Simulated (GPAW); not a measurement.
Crystal: CoO.

```
CELL_PARAMETERS angstrom
-1.50800 1.50800 2.10725
1.50800 -1.50800 2.10725
1.50800 1.50800 -2.10725
ATOMIC_POSITIONS crystal
Co 0.00000 0.00000 0.00000
O 0.50000 0.50000 0.00000
```

Base run:

| Property | Result |
| --- | --- |
| Program | GPAW 26.7.0 |
| Functional | PBE |
| Potentials or basis | GPAW PAW data sets (gpaw-data 1.2.1) |
| Cutoff | 800 eV |
| Basis | pw |
| k mesh | 12 × 12 × 12 |
| Occupations | fermi-dirac, width 0.05 eV |
| Spin | collinear spin, ferromagnetic start |
| Starting moments | [2.0, 0.0] μB |
| Hubbard terms | Co d U = 3 eV |

Its results: band gap on the k mesh none (metal or under the smearing width); pressure 3.5 GPa; net moment 3.00 μB per cell; site moments Co +2.69; O +0.19 μB.

Task: After a change of settings the same cell gave: band gap on the k mesh none (metal or under the smearing width); pressure 5.0 GPa; net moment 3.00 μB per cell; site moments Co +2.77; O +0.15 μB. Which change was it?
A. hubbard terms from Co d U = 3 eV to Co d U = 6 eV
B. hubbard terms from Co d U = 3 eV to none
C. hubbard terms from Co d U = 3 eV to Co d U = 2 eV

Result: A.

Caveats: a cell with one magnetic atom can't hold antiferromagnetic order, which such compounds often take.

Not every run made on this cell is shown here.
